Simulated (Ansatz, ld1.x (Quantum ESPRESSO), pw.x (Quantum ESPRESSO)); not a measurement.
**What a changed setting does to a pw.x run (bcc Tc)**

Potential: PAW, ld1.x (Quantum ESPRESSO) 7.5, PBE; core [Ar] 3d10, reference 4s2 4p6 4d5 5s2 5p0; waves: 4s (bound): rcut 1.35, rcutus 1.75 bohr; 5s (bound): rcut 1.35, rcutus 1.75 bohr; 4p (bound): rcut 1.70, rcutus 1.90 bohr; 5p (bound, empty): rcut 1.70, rcutus 1.90 bohr; 4d (bound): rcut 1.95, rcutus 2.35 bohr; 4d channel at -0.15 Ry: rcut 1.95, rcutus 2.35 bohr; local part: all-electron potential smoothed inside 2.30 bohr (lloc = -1); core correction: Bessel-smoothed model core, default radius (core density twice the valence density); augmentation: BESSEL, radius 1.00 bohr.

The reference run (k-mesh 15³, cutoffs 55/440 Ry, Fermi–Dirac 0.01 Ry, mixing_beta 0.4, conv_thr 1e-9, no spin) gives 3.42 GPa at 14.631 Å³/atom, where all-electron LAPW gives 0.42 GPa. This run, with its own iteration cap, changes degauss to 1e-05, a wrong or extreme entry chosen on purpose.

```
&control
  calculation='scf', prefix='x', pseudo_dir='./', outdir='./tmp', tstress=.true., disk_io='none'
/
&system
  ibrav=0, nat=1, ntyp=1, ecutwfc=55, ecutrho=440, nbnd=15,
  occupations='smearing', smearing='fd', degauss=1e-05
/
&electrons
  conv_thr=1e-09, mixing_beta=0.4, electron_maxstep=70
/
ATOMIC_SPECIES
Tc 1.0 Tc.UPF
CELL_PARAMETERS angstrom
  -1.54077068 1.54077068 1.54077068
  1.54077068 -1.54077068 1.54077068
  1.54077068 1.54077068 -1.54077068
ATOMIC_POSITIONS crystal
Tc 0.0000 0.0000 0.0000
K_POINTS automatic
15 15 15 0 0 0
```

```bash
pw.x < Tc.scf.in > Tc.scf.out
```

Problem. How does the run end?

Solution. It converges in 24 iterations; the free energy moves by +48.2 meV/atom and the pressure by -0.71 GPa. With next to no smearing the run approaches the zero-width result on this mesh, which converges more slowly with k-points.

```
Message from routine setup:
     using ibrav=0 with symmetry is DISCOURAGED, use correct ibrav instead
     lattice parameter (alat)  =       5.0431  a.u.
     unit-cell volume          =      98.7349 (a.u.)^3
     number of electrons       =        15.00
     number of Kohn-Sham states=           15
     kinetic-energy cutoff     =      55.0000  Ry
     charge density cutoff     =     440.0000  Ry
     scf convergence threshold =      1.0E-09
     Exchange-correlation= SLA  PW   PBX  PBC
     number of k points=   120  Fermi-Dirac smearing, width (Ry)=  0.0000
     iteration #  1     ecut=    55.00 Ry     beta= 0.40
     total energy              =    -396.27061787 Ry
     estimated scf accuracy    <       0.20356200 Ry
     iteration #  2     ecut=    55.00 Ry     beta= 0.40
     total energy              =    -396.27993350 Ry
     estimated scf accuracy    <       0.04039170 Ry
     iteration #  3     ecut=    55.00 Ry     beta= 0.40
     total energy              =    -396.28122946 Ry
     estimated scf accuracy    <       0.00510227 Ry
     [... 18 iterations left out ...]
     iteration # 22     ecut=    55.00 Ry     beta= 0.40
     total energy              =    -396.28195122 Ry
     estimated scf accuracy    <       0.00000005 Ry
     iteration # 23     ecut=    55.00 Ry     beta= 0.40
     total energy              =    -396.28195121 Ry
     estimated scf accuracy    <       0.00000001 Ry
     iteration # 24     ecut=    55.00 Ry     beta= 0.40
     the Fermi energy is    21.6521 ev
!    total energy              =    -396.28195122 Ry
     estimated scf accuracy    <          5.4E-10 Ry
     smearing contrib. (-TS)   =      -0.00000010 Ry
     The total energy is F=E-TS. E is the sum of the following terms:
     one-electron contribution =     -20.61410559 Ry
     hartree contribution      =      29.60995679 Ry
     xc contribution           =     -91.16718999 Ry
     ewald contribution        =    -140.61302961 Ry
     one-center paw contrib.   =    -173.49758273 Ry
     convergence has been achieved in  24 iterations
          total   stress  (Ry/bohr**3)                   (kbar)     P=       27.09
     Message from routine punch:
     Nothing written, as per user request (disk_io='none')
```

The run took about 47 s on one core of a shared host (Neoverse-V1, 32 threads, 247 GiB, load 11).
